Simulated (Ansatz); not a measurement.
Si (P6_3/mmc) from a database structure, relaxed with r2SCAN in the plane-wave code Ansatz. It is hexagonal, P6_3/mmc (No. 194); a = 3.832 Å, c = 6.341 Å in the conventional setting, 20.16 Å³ an atom. Si is surrounded by 4 Si at 2.35–2.37 Å.

The axes x, y and z are those of this cell:
```yaml
crystal:
  lattice:
    - [3.83212, 0.00000, 0.00000]
    - [-1.91606, 3.31871, 0.00000]
    - [0.00000, 0.00000, 6.34124]
  atoms:
    - { symbol: Si, position: [0.33333, 0.66667, 0.06306] }
    - { symbol: Si, position: [0.66667, 0.33333, 0.56306] }
    - { symbol: Si, position: [0.33333, 0.66667, 0.43694] }
    - { symbol: Si, position: [0.66667, 0.33333, 0.93694] }
```

Unstrained: The PBE gap is indirect, 0.425 eV (Γ to M), below the direct gap of 1.037 eV at Γ. The r2SCAN gap is indirect, 0.608 eV (Γ to M), below the direct gap of 1.362 eV at Γ. The HSE06 gap is indirect, 0.972 eV (Γ to M), below the direct gap of 1.696 eV at Γ. Meshes: PBE 12×12×4, r2SCAN 12×12×4, HSE06 6×6×4. Strains are changes of length per length, and xy shears are angles. After each strain the atoms were relaxed again with r2SCAN within the symmetry that the strain leaves, so tilts or polar shifts that break it weren't tested; points keep the names that they have in the unstrained zone. The values are computed, spin-unpolarised, and not measurements.

Question: Apply uniaxial +5.24 % along x, other directions held. How far does the gap move, against the unstrained cell?

Answer: PBE: gap 0.43 before, none (overlap 0.09) after (eV); it has closed; with r2SCAN the top three valence levels at Γ, grouped 2+1 from the top over 377 meV, become 1+1+1 over 359 meV. r2SCAN: the gap goes from 0.608 to 0.051 eV (-0.557 eV); the M points, equivalent before, split by 588 meV, and the conduction bottom lies at those like (0, 1/2, 0); so small a gap is at the limit of these settings. HSE06: the gap goes from 0.972 to 0.427 eV (-0.545 eV); the M points, equivalent before, split by 577 meV, and the conduction bottom lies at those like (0, 1/2, 0). The r2SCAN energy rises by 31.5 meV an atom.

Question: Estimate what uniaxial -2.01 % along z, other directions held does to the gap.

Answer: PBE: the gap goes from 0.425 to 0.314 eV (-0.111 eV); with r2SCAN the top three valence levels at Γ, grouped 2+1 from the top over 377 meV, become 2+1 over 224 meV. r2SCAN: the gap goes from 0.608 to 0.494 eV (-0.114 eV). HSE06: the gap goes from 0.972 to 0.858 eV (-0.114 eV). The r2SCAN energy rises by 5.9 meV an atom.

Question: Apply biaxial -2.82 % in x and y, z held. How far does the gap move, against the unstrained cell?

Answer: PBE: the gap goes from 0.425 to 0.363 eV (-0.062 eV); with r2SCAN the top three valence levels at Γ, grouped 2+1 from the top over 377 meV, become 2+1 over 730 meV. r2SCAN: the gap goes from 0.608 to 0.552 eV (-0.056 eV). HSE06: the gap goes from 0.972 to 0.909 eV (-0.063 eV). The r2SCAN energy rises by 26.7 meV an atom.

Question: Estimate what xy shear, engineering strain (angle) -4.21 % does to the gap.

Answer: PBE: gap 0.43 before, none (overlap 0.03) after (eV); it has closed; with r2SCAN the top three valence levels at Γ, grouped 2+1 from the top over 377 meV, become 1+1+1 over 572 meV. r2SCAN: the gap goes from 0.608 to 0.122 eV (-0.486 eV); so small a gap is at the limit of these settings. HSE06: the gap goes from 0.972 to 0.492 eV (-0.480 eV). The r2SCAN energy rises by 8.1 meV an atom.

The meshes of the hybrids are coarse, so their gaps aren't converged to the digits shown.

The splittings at Γ are without spin-orbit coupling, which regroups them where it is of like size or larger.
